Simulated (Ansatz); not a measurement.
# BaF2 (fluorite): exact exchange against the cheap answer

Aim: see how the gap and pressure of BaF2 (fluorite) move with the amount and range of exact exchange, and what each run costs.

Method: DFT at several levels, plane waves, PAW, in Ansatz 0.2.0.

1 further run of the same task is left out (it didn't finish). Runs told in other sessions of the task aren't counted.

## 1. The starting structure

The structure is cubic, space group Fm-3m (No. 225). The conventional cell has a = 6.200 Å, b = 6.200 Å, c = 6.200 Å, α = 90.00°, β = 90.00°, γ = 90.00°. Around Ba (site symmetry m-3m) lie 8 F at 2.68 Å. F (site symmetry -43m) is surrounded by 4 Ba at 2.68 Å.

Structure file:

```cif
data_structure
_symmetry_space_group_name_H-M 'P 1'
_symmetry_Int_Tables_number 1
_cell_length_a 4.3841
_cell_length_b 4.3841
_cell_length_c 4.3841
_cell_angle_alpha 60.000
_cell_angle_beta 60.000
_cell_angle_gamma 60.000
_cell_volume 59.58
loop_
_atom_site_label
_atom_site_type_symbol
_atom_site_fract_x
_atom_site_fract_y
_atom_site_fract_z
_atom_site_occupancy
Ba1 Ba 0.00000 0.00000 0.00000 1
F1 F 0.25000 0.25000 0.25000 1
F2 F 0.75000 0.75000 0.75000 1
```

At PBE, an earlier run found 1.27 GPa for this cell of 19.862 Å³/atom (6×6×6 mesh), gap on the mesh 6.85 eV.

The cell stays fixed from here on.

Levels to run, all on a 4×4×4 mesh: PBE; PBE0 form (fraction 1/ε∞); LC-ωPBE; PBE0. Hardware: 4 threads of Arm Neoverse V1, shared host.

## 2. PBE

Input file input.yaml:

```yaml
crystal:
  lattice:
    - [0.0, 3.1000485598, 3.1000485598]
    - [3.1000485598, 0.0, 3.1000485598]
    - [3.1000485598, 3.1000485598, 0.0]
  atoms:
    - { symbol: Ba, position: [0.0, 0.0, 0.0] }
    - { symbol: F, position: [0.25, 0.25, 0.25] }
    - { symbol: F, position: [0.75, 0.75, 0.75] }
basis:
  ecutwfc: 420
  ecutrho_ratio: 4
kpoints:
  mp_grid: { grid: [4, 4, 4] }
hamiltonian:
  xc: pbe
scf:
  occupations: { method: gaussian, width: 0.05 }
output:
  forces: true
  stress: true
  eigenvalues: true
  populations: true
  write_density: true
  write_potential: true
  elf: true
  volumetric_format: npy
```

Launch:

```console
$ ansatz run input.yaml --threads 4 --pin off --max-ram 8192MiB --backend cpu --events-out ev --progress --plain --runs-dir out
```

Further steps of the session: PBE0 form (fraction 1/ε∞); LC-ωPBE; PBE0.

What does the calculation give? Wanted: for each run, exact exchange; change of gap; pressure.

As calculated:

| level | exact exchange | gap on the mesh (eV) | change of gap (eV) | pressure (GPa) | wall time | CPU time |
| --- | --- | --- | --- | --- | --- | --- |
| PBE | 0.00 | 6.83 | 0 | 1.3 | 0.47 s | 1.2 s |
| PBE0 form (fraction 1/ε∞) | 0.42 | 11.44 | +4.61 | -0.6 | 14 s | 45 s |
| LC-ωPBE | by range | 14.27 | +7.44 | 0.4 | 9.6 s | 28 s |
| PBE0 | 0.25 | 9.52 | +2.69 | 0.1 | 6.7 s | 21 s |

Changes count from PBE. Times are on 4 threads of Arm Neoverse V1, shared host; the hybrid runs also made densities of states.

Against 6.83 eV at PBE, the runs with exact exchange give 9.52 (PBE0) to 14.27 eV (LC-ωPBE). The pressure spans -0.6 to 1.3 GPa, negative where a level wants a smaller cell on this coarse mesh, whose own error is in all of them. The median run with exact exchange took 23 times the CPU time of the cheap one. Gaps are over this coarse mesh alone, and total energies of different levels can't be compared. The program warned that the SCF threshold is loose for the stress of this hybrid run.
